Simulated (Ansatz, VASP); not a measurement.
**NaF (Villiaumite) in two plane-wave programs**

Wanted: the spread between two codes on one cell, functional and k mesh. The cell is taken from a series of VASP runs on this material, whose earlier steps may have relaxed, scaled or displaced it; both programs get it as it stands.

Program: Ansatz 0.2.0. Level of theory: plane waves, with VASP 6.6.1 beside it; zone-centre phonons at PBEsol and relaxation of cell and atoms at r2SCAN. Results are calculated unless marked as measured.

## (1) Set-up

The structure is cubic, space group Fm-3m (No. 225). The conventional cell has a = 4.675 Å, b = 4.675 Å, c = 4.675 Å, α = 90.00°, β = 90.00°, γ = 90.00°. Nearest to Na lie 6 F at 2.34 Å. Nearest to F lie 6 Na at 2.34 Å. Farther neighbours and most contacts between anions are not listed.

## (2) VASP: zone-centre phonons, PBEsol

Second derivatives magnify differences that forces hide, and they need a tight electronic threshold.

Lines of VASP's logs that name or quote its potential files are left out, and so is its time.

Input file INCAR:

```
SYSTEM = NaF
PREC = Accurate
ENCUT = 560
EDIFF = 1E-08
NELM = 100
ISMEAR = 0
SIGMA = 0.03
LREAL = .FALSE.
ALGO = Normal
GGA = PS
NBANDS = 13
LORBIT = 11
LWAVE = .FALSE.
LCHARG = .FALSE.
KPAR = 4
IBRION = 8
LEPSILON = .TRUE.
LPEAD = .TRUE.
ISIF = 2
```

Input file POSCAR:

```
NaF
1.0
    0.0000000000      2.3373573312      2.3373573312
    2.3373573312      0.0000000000      2.3373573312
    2.3373573312      2.3373573312      0.0000000000
Na F
1 1
Direct
    0.0000000000      0.0000000000      0.0000000000
    0.5000000000      0.5000000000      0.5000000000
```

Input file KPOINTS:

```
Automatic mesh
0
Gamma
16 16 16
0 0 0
```

The projector-augmented-wave data sets are Na_pv and F (PBE family, release 64).

Run with:

```bash
$ mpirun -np 4 vasp_std
```

Numbers of over 12 decimals in the logs are rounded to 6 here.

The log of the run:

```text
[banner, memory and clock lines left out]
running    4 mpi-ranks, on    1 nodes
 distrk:  each k-point on    1 cores,    4 groups
 distr:  one band on    1 cores,    1 groups

 POSCAR found type information on POSCAR NaF
 POSCAR found :  2 types and       2 ions
|                                                                             |
|               ----> ADVICE to this user running VASP <----                  |
|                                                                             |
|     You enforced a specific xc type in the INCAR file but a different       |
|     [... a line on the potential file left out ...]
|     I HOPE YOU KNOW WHAT YOU ARE DOING!                                     |
|                                                                             |

 LDA part: xc-table for (Slater+PW92), standard interpolation
 POSCAR, INCAR and KPOINTS ok, starting setup
 FFT: planning ... GRIDC
 FFT: planning ... GRID_SOFT
 FFT: planning ... GRID
 WAVECAR not read
 entering main loop
       N       E                     dE             d eps       ncg     rms          rms(c)
DAV:   1     0.114847624630E+03    0.11485E+03   -0.80942E+03  3810   0.136E+03
DAV:   2    -0.308711763687E+01   -0.11793E+03   -0.10857E+03  4076   0.361E+02
DAV:   3    -0.948497065843E+01   -0.63979E+01   -0.63784E+01  4685   0.793E+01
DAV:   4    -0.954114747476E+01   -0.56177E-01   -0.56174E-01  4095   0.788E+00
DAV:   5    -0.954171627511E+01   -0.56880E-03   -0.56880E-03  4660   0.806E-01    0.491E+00
DAV:   6    -0.878345260713E+01    0.75826E+00   -0.28221E+00  4450   0.154E+01    0.184E+00
DAV:   7    -0.876790656425E+01    0.15546E-01   -0.28821E-02  3800   0.223E+00    0.103E+00
DAV:   8    -0.876678232641E+01    0.11242E-02   -0.26885E-02  3855   0.389E+00    0.147E-01
DAV:   9    -0.876734656292E+01   -0.56424E-03   -0.43755E-03  4545   0.679E-01    0.113E-01
DAV:  10    -0.876723698771E+01    0.10958E-03   -0.10270E-03  3975   0.352E-01    0.201E-02
DAV:  11    -0.876723718934E+01   -0.20163E-06   -0.54562E-05  4155   0.146E-01    0.559E-03
DAV:  12    -0.876723766685E+01   -0.47751E-06   -0.55847E-06  4385   0.305E-02    0.284E-03
DAV:  13    -0.876723766124E+01    0.56061E-08   -0.85873E-07  4005   0.903E-03    0.147E-03
DAV:  14    -0.876723762695E+01    0.34293E-07   -0.18724E-07  4458   0.635E-03    0.755E-05
DAV:  15    -0.876723763066E+01   -0.37101E-08   -0.10264E-08  3092   0.865E-04
   1 F= -.87672376E+01 E0= -.87672376E+01  d E =-.324351E-32
 Linear response reoptimize wavefunctions to high precision
DAV:   1    -0.876723762985E+01    0.80991E-09   -0.30915E-10  2430   0.177E-04
DAV:   2    -0.876723762988E+01   -0.30923E-10   -0.19698E-11  2085   0.504E-05
 Linear response to external field (no local field effect), progress :
  Direction:   1
       N       E                     dE             d eps       ncg     rms          rms(c)
RMM:   1    -0.610211715631E-01   -0.61021E-01   -0.11220E-01  2767   0.336E+00
RMM:   2    -0.690764367833E-01   -0.80553E-02   -0.41607E-03  3120   0.515E-01
RMM:   3    -0.690783898649E-01   -0.19531E-05   -0.92854E-05  3338   0.944E-02
RMM:   4    -0.690786610266E-01   -0.27116E-06   -0.23829E-06  3247   0.136E-02
RMM:   5    -0.690786813654E-01   -0.20339E-07   -0.92081E-08  3250   0.266E-03
RMM:   6    -0.690786820130E-01   -0.64759E-09   -0.35708E-09  2988   0.463E-04
 change of polarisation eV/A/(eV/A) component  1 :     0.138     0.023     0.012
 dielectric tensor                  component  1 :     1.979     0.163     0.083
 Linear response to external field (no local field effect), progress :
  Direction:   2
       N       E                     dE             d eps       ncg     rms          rms(c)
RMM:   1    -0.582012875729E-01   -0.58201E-01   -0.58330E-02  2748   0.351E+00
RMM:   2    -0.689740833267E-01   -0.10773E-01   -0.44909E-03  3134   0.518E-01
RMM:   3    -0.689719219742E-01    0.21614E-05   -0.10289E-04  3316   0.962E-02
RMM:   4    -0.689720873725E-01   -0.16540E-06   -0.37297E-06  3268   0.147E-02
RMM:   5    -0.689720965821E-01   -0.92095E-08   -0.38044E-08  3206   0.270E-03
 change of polarisation eV/A/(eV/A) component  2 :     0.023     0.138    -0.019
 dielectric tensor                  component  2 :     0.163     1.977    -0.133
 Linear response to external field (no local field effect), progress :
  Direction:   3
       N       E                     dE             d eps       ncg     rms          rms(c)
RMM:   1    -0.466756340040E-01   -0.46676E-01   -0.65969E-02  2707   0.315E+00
RMM:   2    -0.530792190014E-01   -0.64036E-02   -0.35926E-03  3154   0.476E-01
RMM:   3    -0.530762705901E-01    0.29484E-05   -0.84039E-05  3287   0.874E-02
RMM:   4    -0.530766330793E-01   -0.36249E-06   -0.21142E-06  3236   0.125E-02
RMM:   5    -0.530766485918E-01   -0.15513E-07   -0.82911E-08  3130   0.235E-03
RMM:   6    -0.530766491389E-01   -0.54715E-09   -0.26781E-09  2667   0.402E-04
 change of polarisation eV/A/(eV/A) component  3 :     0.012    -0.019     0.106
 dielectric tensor                  component  3 :     0.083    -0.133     1.752
 Linear response to external field, progress :
  Direction:   1
       N       E                     dE             d eps       ncg     rms          rms(c)
RMM:   1    -0.552944864827E-01   -0.55294E-01   -0.78784E-02  6577   0.334E+00
RMM:   2    -0.637098185159E-01   -0.84153E-02   -0.40815E-03  7550   0.502E-01    0.378E-01
RMM:   3    -0.631266601202E-01    0.58316E-03   -0.89594E-04 14108   0.235E-01    0.226E-01
RMM:   4    -0.673184691877E-01   -0.41918E-02   -0.18851E-03 20101   0.347E-01    0.257E-02
RMM:   5    -0.679771335240E-01   -0.65866E-03   -0.18751E-05 15458   0.431E-02    0.200E-03
RMM:   6    -0.680380338955E-01   -0.60900E-04   -0.79851E-07 16673   0.868E-03    0.125E-03
RMM:   7    -0.680529299066E-01   -0.14896E-04   -0.92873E-08 15861   0.258E-03    0.300E-04
RMM:   8    -0.680535028190E-01   -0.57291E-06   -0.37367E-09 16258   0.579E-04    0.130E-04
RMM:   9    -0.680536804826E-01   -0.17766E-06   -0.85813E-10 15405   0.236E-04    0.155E-05
RMM:  10    -0.680537552832E-01   -0.74801E-07   -0.73568E-11 12191   0.690E-05    0.678E-06
 change of polarisation eV/A/(eV/A) component  1 :     0.124     0.011     0.005
 dielectric tensor                  component  1 :     1.876     0.078     0.035
 Linear response to external field, progress :
  Direction:   2
       N       E                     dE             d eps       ncg     rms          rms(c)
RMM:   1    -0.553026714739E-01   -0.55303E-01   -0.78865E-02  6579   0.334E+00
RMM:   2    -0.637099042520E-01   -0.84072E-02   -0.40803E-03  7549   0.502E-01    0.378E-01
RMM:   3    -0.631257230632E-01    0.58418E-03   -0.89589E-04 14110   0.235E-01    0.226E-01
RMM:   4    -0.673185693186E-01   -0.41928E-02   -0.18849E-03 20138   0.347E-01    0.257E-02
RMM:   5    -0.679772414056E-01   -0.65867E-03   -0.18733E-05 15455   0.431E-02    0.200E-03
RMM:   6    -0.680382365489E-01   -0.60995E-04   -0.79781E-07 16662   0.867E-03    0.125E-03
RMM:   7    -0.680531168636E-01   -0.14880E-04   -0.92675E-08 15899   0.258E-03    0.299E-04
RMM:   8    -0.680536888780E-01   -0.57201E-06   -0.38236E-09 16291   0.579E-04    0.130E-04
RMM:   9    -0.680538641225E-01   -0.17524E-06   -0.93819E-10 15417   0.236E-04    0.158E-05
RMM:  10    -0.680539394501E-01   -0.75328E-07   -0.14502E-10 12184   0.689E-05    0.684E-06
 change of polarisation eV/A/(eV/A) component  2 :     0.007     0.124    -0.001
 dielectric tensor                  component  2 :     0.050     1.876    -0.004
 Linear response to external field, progress :
  Direction:   3
       N       E                     dE             d eps       ncg     rms          rms(c)
RMM:   1    -0.553025881937E-01   -0.55303E-01   -0.78865E-02  6579   0.334E+00
RMM:   2    -0.637098779094E-01   -0.84073E-02   -0.40795E-03  7549   0.502E-01    0.378E-01
RMM:   3    -0.631256570576E-01    0.58422E-03   -0.89583E-04 14109   0.235E-01    0.226E-01
RMM:   4    -0.673185395639E-01   -0.41929E-02   -0.18846E-03 20142   0.347E-01    0.257E-02
RMM:   5    -0.679772841528E-01   -0.65874E-03   -0.18727E-05 15461   0.431E-02    0.201E-03
RMM:   6    -0.680382329262E-01   -0.60949E-04   -0.79743E-07 16661   0.867E-03    0.125E-03
RMM:   7    -0.680531247508E-01   -0.14892E-04   -0.92739E-08 15898   0.258E-03    0.299E-04
RMM:   8    -0.680536952992E-01   -0.57055E-06   -0.38172E-09 16293   0.579E-04    0.130E-04
RMM:   9    -0.680538651535E-01   -0.16985E-06   -0.93817E-10 15417   0.236E-04    0.158E-05
RMM:  10    -0.680539429990E-01   -0.77845E-07   -0.14395E-10 12190   0.689E-05    0.685E-06
 change of polarisation eV/A/(eV/A) component  3 :     0.001     0.005     0.124
 dielectric tensor                  component  3 :     0.004     0.039     1.876
 Linear response DOF=           2
 Linear response progress:
  Degree of freedom:   1/  2
       N       E                     dE             d eps       ncg     rms          rms(c)
RMM:   1    -0.157865567924E+00   -0.15787E+00   -0.31024E-01  9322   0.636E+00
RMM:   2    -0.161308566811E+00   -0.34430E-02   -0.13124E-02 15277   0.101E+00    0.134E-02
RMM:   3    -0.161410458720E+00   -0.10189E-03   -0.29144E-04 17108   0.152E-01    0.614E-03
RMM:   4    -0.161470122735E+00   -0.59664E-04   -0.19734E-05 18317   0.405E-02    0.195E-03
RMM:   5    -0.161488907696E+00   -0.18785E-04   -0.13698E-06 18630   0.957E-03    0.920E-04
RMM:   6    -0.161498288034E+00   -0.93803E-05   -0.19323E-07 18341   0.288E-03    0.627E-05
RMM:   7    -0.161498814662E+00   -0.52663E-06   -0.45517E-08 18888   0.101E-03    0.375E-05
RMM:   8    -0.161499317918E+00   -0.50326E-06   -0.12624E-08 18337   0.413E-04    0.823E-06
RMM:   9    -0.161499333555E+00   -0.15637E-07   -0.41951E-09 19217   0.187E-04    0.471E-06
RMM:  10    -0.161499367511E+00   -0.33956E-07    0.75641E-09 18756   0.998E-05    0.138E-06
RMM:  11    -0.161499378700E+00   -0.11189E-07    0.30652E-08 17611   0.575E-05    0.570E-07
RMM:  12    -0.161499381126E+00   -0.24259E-08    0.22494E-08 14387   0.371E-05    0.462E-07
 first order change of Fermi-energy  -0.17790E-04
 force on displaced ion       1 direction 1 :  -1.995   0.000   0.000
 Born effective charge ion    1 direction 1 :   1.012   0.000   0.000
 Linear response progress:
  Degree of freedom:   2/  2
       N       E                     dE             d eps       ncg     rms          rms(c)
RMM:   1    -0.528189827104E+00   -0.52819E+00    0.62031E-01 16637   0.485E+00
RMM:   2    -0.524560746244E+00    0.36291E-02   -0.95431E-03 16928   0.959E-01    0.803E-02
RMM:   3    -0.525845198812E+00   -0.12845E-02   -0.44583E-04 16106   0.162E-01    0.453E-02
RMM:   4    -0.527703731333E+00   -0.18585E-02   -0.18317E-04 15322   0.981E-02    0.108E-02
RMM:   5    -0.527879027238E+00   -0.17530E-03   -0.61636E-06 16883   0.283E-02    0.337E-03
RMM:   6    -0.527746918900E+00    0.13211E-03   -0.69668E-07 15266   0.705E-03    0.848E-04
RMM:   7    -0.527718729506E+00    0.28189E-04   -0.61105E-08 16601   0.224E-03    0.220E-04
RMM:   8    -0.527729289081E+00   -0.10560E-04   -0.69249E-09 15652   0.625E-04    0.329E-05
RMM:   9    -0.527729536950E+00   -0.24787E-06   -0.22131E-09 17520   0.165E-04    0.664E-06
RMM:  10    -0.527729525407E+00    0.11543E-07   -0.20468E-09 17217   0.384E-05    0.331E-06
RMM:  11    -0.527729459335E+00    0.66072E-07   -0.20358E-09 17232   0.222E-05    0.112E-06
RMM:  12    -0.527729438870E+00    0.20465E-07   -0.20311E-09 15651   0.176E-05    0.122E-07
RMM:  13    -0.527729439394E+00   -0.52386E-09   -0.20321E-09  9283   0.159E-05    0.770E-08
 first order change of Fermi-energy   0.49550E-03
 force on displaced ion       2 direction 1 :  -1.991   0.000   0.000
 Born effective charge ion    2 direction 1 :  -1.012   0.000   0.000
 Born effective charges drift removed
 Linear response finished
```

OUTCAR, selected parts (step 2):

```text
ion  position               nearest neighbor table
   1  0.000  0.000  0.000-   2 2.34   2 2.34   2 2.34   2 2.34   2 2.34   2 2.34
   2  0.500  0.500  0.500-   1 2.34   1 2.34   1 2.34   1 2.34   1 2.34   1 2.34

  LATTYP: Found a face centered cubic cell.
 ALAT       =     4.6747146624

 Subroutine GETGRP returns: Found 48 space group operations
 (whereof 48 operations were pure point group operations)

The static configuration has the point symmetry O_h .

 Found    145 irreducible k-points:

   k-points           NKPTS =    145   k-points in BZ     NKDIM =    145   number of bands    NBANDS=     13

   dimension x,y,z NGX =    28 NGY =   28 NGZ =   28
   dimension x,y,z NGXF=    56 NGYF=   56 NGZF=   56

   ENCUT  =  560.0 eV  41.16 Ry    6.42 a.u.   6.38  6.38  6.38*2*pi/ulx,y,z

   NELECT =      14.0000    total number of electrons

 k-points in reciprocal lattice and weights: Automatic mesh
   0.00000000  0.00000000  0.00000000       0.000
   0.06250000  0.00000000  0.00000000       0.002
   0.12500000  0.00000000  0.00000000       0.002
   0.18750000  0.00000000  0.00000000       0.002
   0.25000000  0.00000000  0.00000000       0.002
   0.31250000  0.00000000  0.00000000       0.002
   0.37500000  0.00000000  0.00000000       0.002
   0.43750000  0.00000000  0.00000000       0.002
   0.50000000  0.00000000  0.00000000       0.001
[...]
-0.31250000  0.50000000  0.18750000       0.003
  -0.25000000  0.50000000  0.25000000       0.001

 average (electrostatic) potential at core
       1 -46.8450       2 -77.4250

  Total       -0.2150087     -0.2150087     -0.2150087      0.0000000     -0.0000000     -0.0000000
  in kB      -13.4884269    -13.4884269    -13.4884269      0.0000000     -0.0000000     -0.0000000
  external PRESSURE =     -13.4884269 kB  Pullay stress =       0.0000000 kB

  energy-cutoff  :      560.00
  volume of cell :       25.54
      direct lattice vectors                 reciprocal lattice vectors
     0.000000000  2.337357331  2.337357331    -0.213916800  0.213916800  0.213916800
     2.337357331  0.000000000  2.337357331     0.213916800 -0.213916800  0.213916800
     2.337357331  2.337357331  0.000000000     0.213916800  0.213916800 -0.213916800

 POSITION                                       TOTAL-FORCE (eV/Angst)
 -----------------------------------------------------------------------------------
      0.00000      0.00000      0.00000         0.000000      0.000000     -0.000000
      2.33736      2.33736      2.33736        -0.000000     -0.000000      0.000000
 -----------------------------------------------------------------------------------
    total drift:                                0.000000      0.000000      0.000000

 MACROSCOPIC STATIC DIELECTRIC TENSOR (including local field effects in DFT)
 ------------------------------------------------------
           1.875600    -0.000000     0.000000
           0.000000     1.875600     0.000000
           0.000000    -0.000000     1.875600
 ------------------------------------------------------

 PIEZOELECTRIC TENSOR (including local field effects)  for field in x, y, z        (C/m^2)
          XX          YY          ZZ          XY          YZ          ZX
  --------------------------------------------------------------------------------
  x     0.00000     0.00000     0.00000     0.00000     0.00000     0.00000
  y     0.00000     0.00000     0.00000     0.00000     0.00000     0.00000
  z     0.00000     0.00000     0.00000     0.00000     0.00000     0.00000

 BORN EFFECTIVE CHARGES (including local field effects) (in |e|, cummulative output)
 ---------------------------------------------------------------------------------
 ion    1
    1     1.01164     0.00000     0.00000
    2     0.00000     1.01164     0.00000
    3     0.00000     0.00000     1.01164
 ion    2
    1    -1.01164     0.00000     0.00000
    2     0.00000    -1.01164     0.00000
    3     0.00000     0.00000    -1.01164

 Eigenvectors and eigenvalues of the dynamical matrix
 ----------------------------------------------------

   1 f  =    6.842881 THz    42.995088 2PiTHz  228.253932 cm-1    28.299868 meV
             X         Y         Z           dx          dy          dz
      0.000000  0.000000  0.000000     0.000000    0.673073    0.000000
      2.337357  2.337357  2.337357     0.000000   -0.739576    0.000000

   2 f  =    6.842881 THz    42.995088 2PiTHz  228.253932 cm-1    28.299868 meV
             X         Y         Z           dx          dy          dz
      0.000000  0.000000  0.000000    -0.673073    0.000000    0.000000
      2.337357  2.337357  2.337357     0.739576    0.000000    0.000000

   3 f  =    6.842881 THz    42.995088 2PiTHz  228.253932 cm-1    28.299868 meV
             X         Y         Z           dx          dy          dz
      0.000000  0.000000  0.000000     0.000000    0.000000   -0.673073
      2.337357  2.337357  2.337357     0.000000    0.000000    0.739576

   4 f/i=    0.003880 THz     0.024379 2PiTHz    0.129422 cm-1     0.016046 meV
             X         Y         Z           dx          dy          dz
      0.000000  0.000000  0.000000     0.739576    0.000000    0.000000
      2.337357  2.337357  2.337357     0.673073    0.000000    0.000000

   5 f/i=    0.003880 THz     0.024379 2PiTHz    0.129422 cm-1     0.016046 meV
             X         Y         Z           dx          dy          dz
      0.000000  0.000000  0.000000     0.000000   -0.739576    0.000000
      2.337357  2.337357  2.337357     0.000000   -0.673073    0.000000

   6 f/i=    0.003880 THz     0.024379 2PiTHz    0.129422 cm-1     0.016046 meV
             X         Y         Z           dx          dy          dz
      0.000000  0.000000  0.000000     0.000000    0.000000    0.739576
      2.337357  2.337357  2.337357     0.000000    0.000000    0.673073

 MACROSCOPIC STATIC DIELECTRIC TENSOR IONIC CONTRIBUTION
 ------------------------------------------------------
           3.638005    -0.000000    -0.000000
          -0.000000     3.638005    -0.000000
          -0.000000    -0.000000     3.638005
 ------------------------------------------------------

 ELASTIC MODULI CONTR FROM IONIC RELAXATION (kBar)
 Direction    XX          YY          ZZ          XY          YZ          ZX
 --------------------------------------------------------------------------------
 XX           0.0000      0.0000      0.0000      0.0000      0.0000      0.0000
 YY           0.0000      0.0000      0.0000      0.0000      0.0000      0.0000
 ZZ           0.0000      0.0000      0.0000      0.0000      0.0000      0.0000
 XY           0.0000      0.0000      0.0000      0.0000      0.0000      0.0000
 YZ           0.0000      0.0000      0.0000      0.0000      0.0000      0.0000
 ZX           0.0000      0.0000      0.0000      0.0000      0.0000      0.0000
 --------------------------------------------------------------------------------

 PIEZOELECTRIC TENSOR IONIC CONTR  for field in x, y, z        (C/m^2)
          XX          YY          ZZ          XY          YZ          ZX
  --------------------------------------------------------------------------------
  x     0.00000     0.00000     0.00000     0.00000     0.00000     0.00000
  y     0.00000     0.00000     0.00000     0.00000     0.00000     0.00000
  z     0.00000     0.00000     0.00000     0.00000     0.00000     0.00000
```

The gap is read on the k-mesh alone, so it is an upper bound where the band edges lie off the mesh. Energies printed during the response cycles are not total energies of the cell. The PAW data sets were made with PBE, which is usual practice but a small mismatch for other functionals.

[end of part 1 of 2]

[Lines on the potential files, build, host, timing and source positions are cut from VASP's logs without a mark.]

[Logs are printed without paths, hosts, clocks, repeated set-up lines and the standing remarks that a program may print on its own settings, such as how far it seeks lower states.]

[Hosts, paths, dates, database ids (printed as entryN), source tags and the programs' standing remarks are cut or masked in the printed files.]
